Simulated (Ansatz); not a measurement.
# Ru: course of a relaxation

These are results of DFT PBE, scalar-relativistic, plane waves, PAW in Ansatz 0.2.0, not measurements. Settings: 420 eV cutoff, 12×12×6 k-mesh, Gaussian smearing of 0.10 eV, no spin polarisation.

What was changed: 6 of 6 Ti sites taken by Ru, cell and atoms relaxed.

Command:

```bash
ansatz run input.yaml --threads 1 --pin off --max-ram 2560MiB --backend cpu --events-out ev --progress --plain --runs-dir out
```

Input:

```yaml
crystal:
  lattice:
    - [2.1335830885, -3.6954743113, 0.0]
    - [-4.2671661769, 0.0, 0.0]
    - [0.0, 0.0, -5.3677048516]
  atoms:
    - { symbol: Ru, position: [1.0, 0.0, 0.5] }
    - { symbol: Ru, position: [1.0, 0.0, 0.0] }
    - { symbol: Ru, position: [0.3333333333, 0.6666666667, 0.25] }
    - { symbol: Ru, position: [0.3333333333, 0.6666666667, 0.75] }
    - { symbol: Ru, position: [0.6666666667, 0.3333333333, 0.25] }
    - { symbol: Ru, position: [0.6666666667, 0.3333333333, 0.75] }
basis:
  ecutwfc: 420
kpoints:
  mp_grid: { grid: [12, 12, 6] }
hamiltonian:
  xc: pbe
scf:
  occupations: { method: gaussian, width: 0.1 }
output:
  forces: true
  stress: true
  eigenvalues: true
  write_density: true
  write_potential: true
  elf: true
  volumetric_format: npy
relax:
  adjacent_minimum: "off"
  f_tol: 0.015
  max_steps: 60
  cell: { stress_tol: 0.15 }
```

F is the free energy. Steps run on the plane waves of an earlier cell, but the last one, and at times one on the way, on a freshly chosen basis, so a repeated geometry can differ a little in energy.

Steps:

```csv
step,F − F(1) (eV),largest force component (eV/Å),V (Å³/atom),P (GPa)
1,0.0000,0.000,14.107,-0.01
2,-0.0001,0.000,14.102,0.06
3,-0.0001,0.000,14.106,-0.01
4,-0.0001,0.000,14.106,-0.01
```

Relaxed structure:

```
CELL_PARAMETERS angstrom
2.13423 -3.69660 0.00000
-4.26846 0.00000 0.00000
0.00000 0.00000 -5.36393
ATOMIC_POSITIONS crystal
Ru 0.00000 0.00000 0.50000
Ru 0.00000 0.00000 0.00000
Ru 0.33333 0.66667 0.25000
Ru 0.33333 0.66667 0.75000
Ru 0.66667 0.33333 0.25000
Ru 0.66667 0.33333 0.75000
```

It takes space group P6/mmm (No. 191, hexagonal). Conventional cell: a = 4.268 Å, b = 4.268 Å, c = 2.682 Å, α = 90.00°, β = 90.00°, γ = 120.00°. Ru (site symmetry 6/mmm) has 14 Ru at 2.68 to 2.81 Å as nearest neighbours. Around Ru (site symmetry -6m2) lie 11 Ru at 2.46 to 2.81 Å.

The run converged. Time: 87 s on 1 thread of Arm Neoverse V2, with other jobs on the host, peak memory 0.59 GiB.